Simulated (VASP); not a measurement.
VASP 6.6.1 run: InSb

INCAR

```
GGA = PE
LCHARG = .FALSE.
IVDW = 10
IBRION = -1
PREC = Single
EDIFF = 1E-7
NELM = 54
LASPH = .TRUE.
NBANDS = 16
LREAL = .FALSE.
LWAVE = .FALSE.
ISIF = 2
SIGMA = 0.02
NSW = 0
ENCUT = 520
ISMEAR = -1
```

KPOINTS

```
KPOINTS created by Atomic Simulation Environment
0
Gamma
6 6 6
0 0 0
```

POSCAR

```
In Sb
 1.0000000000000000
     0.0000000000000000    3.2795130174999998    3.3451032778999998
     3.2795130174999998    0.0000000000000000    3.3451032778999998
     3.2795130174999998    3.2795130174999998    0.0000000000000000
 In  Sb
   1   1
Cartesian
  0.0000000000000000  0.0000000000000000  0.0000000000000000
  1.6397565087499999  1.6397565087499999  1.6725516389499999
```

The recommended PBE PAW datasets give the neutral cell 18 valence electrons.

Command

```
mpirun -np 1 vasp_std
```

Problem. Predict the outcome of this run.

Solution. It converged. Results: gap between bands v and c on the k mesh 0.00 eV; least direct gap on the k mesh 0.00 eV; pressure -1.7 GPa. Band v is the last that the valence electrons fill when counted band by band, and c is the next.

OSZICAR

```
N       E                     dE             d eps       ncg     rms          rms(c)
DAV:   1     0.116246897445E+03    0.11625E+03   -0.78996E+03   960   0.110E+03
DAV:   2     0.516776985114E+00   -0.11573E+03   -0.11162E+03  1104   0.289E+02
DAV:   3    -0.679946009981E+01   -0.73162E+01   -0.72946E+01  1200   0.727E+01
DAV:   4    -0.702002004628E+01   -0.22056E+00   -0.22051E+00  1280   0.148E+01
DAV:   5    -0.703109092580E+01   -0.11071E-01   -0.11071E-01  1400   0.272E+00    0.380E+00
DAV:   6    -0.693830285568E+01    0.92788E-01   -0.15229E-01  1440   0.564E+00    0.222E+00
DAV:   7    -0.692718819646E+01    0.11115E-01   -0.64553E-02  1264   0.227E+00    0.594E-01
DAV:   8    -0.692841173899E+01   -0.12235E-02   -0.73912E-03  1248   0.960E-01    0.220E-01
DAV:   9    -0.692909506245E+01   -0.68332E-03   -0.94664E-04  1168   0.267E-01    0.742E-02
DAV:  10    -0.692914947429E+01   -0.54412E-04   -0.52013E-05  1376   0.465E-02    0.358E-02
DAV:  11    -0.692919519043E+01   -0.45716E-04   -0.83105E-05  1152   0.563E-02    0.241E-02
DAV:  12    -0.692919651168E+01   -0.13213E-05   -0.14227E-06  1208   0.760E-03    0.725E-03
DAV:  13    -0.692919734091E+01   -0.82922E-06   -0.17001E-06  1184   0.804E-03    0.492E-03
DAV:  14    -0.692919700073E+01    0.34018E-06   -0.87372E-08  1088   0.167E-03    0.127E-03
DAV:  15    -0.692919701849E+01   -0.17757E-07   -0.22593E-08   880   0.109E-03
   1 F= -.75723115E+01 E0= -.75721788E+01  d E =-.265418E-03
```

For comparison, a separate PBE run of the intended cell, on usual settings and not on those above, gives a gap of 0.00 eV on its mesh and a pressure of 0.6 GPa.
